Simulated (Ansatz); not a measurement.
# C: the cost of one run

Method: DFT PBE, scalar-relativistic, plane waves, PAW, in Ansatz 0.2.0.

The COD entry's cell or inner coordinates are ideal or old and differ from later refinements, so a difference from it is no clean test against experiment.

2 further runs of the same task are left out: 2 set aside as unsound or not needed. Runs told in other sessions of the task aren't counted.

## (1) Starting point

It takes space group P6_3/mmc (No. 194, hexagonal). Conventional cell: a = 2.467 Å, b = 2.467 Å, c = 8.565 Å, α = 90.00°, β = 90.00°, γ = 120.00°. C (site symmetry -6m2) has 3 C at 1.42 Å in its first shell of neighbours.

As a file:

```cif
data_structure
_symmetry_space_group_name_H-M 'P 1'
_symmetry_Int_Tables_number 1
_cell_length_a 2.4665
_cell_length_b 2.4665
_cell_length_c 8.5653
_cell_angle_alpha 90.000
_cell_angle_beta 90.000
_cell_angle_gamma 120.000
_cell_volume 45.13
loop_
_atom_site_label
_atom_site_type_symbol
_atom_site_fract_x
_atom_site_fract_y
_atom_site_fract_z
_atom_site_occupancy
C1 C 0.00000 0.00000 0.00250 1
C2 C 0.00000 0.00000 0.50250 1
C3 C 0.33333 0.66667 0.00250 1
C4 C 0.66667 0.33333 0.50250 1
```

This cell was relaxed beforehand with the same method: volume 11.28 Å³/atom, gap on the mesh none (metal).

## (2) Plan of the line

The energy is mapped over a normal mode and a strain (zone-centre modes of the cell shown) (x along [1 0 0], y along [1 2 0], z along [0 0 1] of the conventional cell).

- amplitude of mode 4 (7 cm⁻¹), largest displacement in the unstrained cell: 7 values from −0.427 to 0.427 Å
- normal strain along x: 7 values from −7.00 to 7.00 %

Nothing else is relaxed (the pattern is fixed in fractional coordinates). Energies count from the relaxed high-symmetry cell. Points are written as (first, second).

The modes come from a phonon run on the reference cell, made beforehand.

Displacement patterns for an amplitude of 1 (Å):

```csv
atom,x1,y1,z1
C1,1.000,0.000,0.000
C2,-1.000,0.000,0.000
C3,1.000,0.000,0.000
C4,-1.000,0.000,0.000
```

## (3) The run at (0.000 Å, −7.00 %)

File input.yaml:

```yaml
crystal:
  lattice:
    - [2.2938665104, 0.0, 0.0]
    - [-1.1469332552, 2.1360716891, 0.0]
    - [0.0, 0.0, 8.5653080463]
  atoms:
    - { symbol: C, position: [0.0, 0.0, 0.0025] }
    - { symbol: C, position: [0.0, 0.0, 0.5025] }
    - { symbol: C, position: [0.3333333333, 0.6666666667, 0.0025] }
    - { symbol: C, position: [0.6666666667, 0.3333333333, 0.5025] }
basis:
  ecutwfc: 520.0
kpoints:
  mp_grid: { grid: [18, 18, 6] }
hamiltonian:
  xc: pbe
  pseudopotentials: { kind: paw, azcp: { folder: soft_1 } }
scf:
  occupations: { method: gaussian, width: 0.15 }
output:
  forces: true
  stress: true
  eigenvalues: true
```

Started as:

```sh
$ ansatz run input.yaml --threads 2 --pin off --max-ram 4096MiB --backend cpu --events-out ev --progress --plain --runs-dir out
```

What time and memory should one allow on 2 threads of Arm Neoverse N1, shared host?

About 13 s, with a peak of 0.47 GiB.
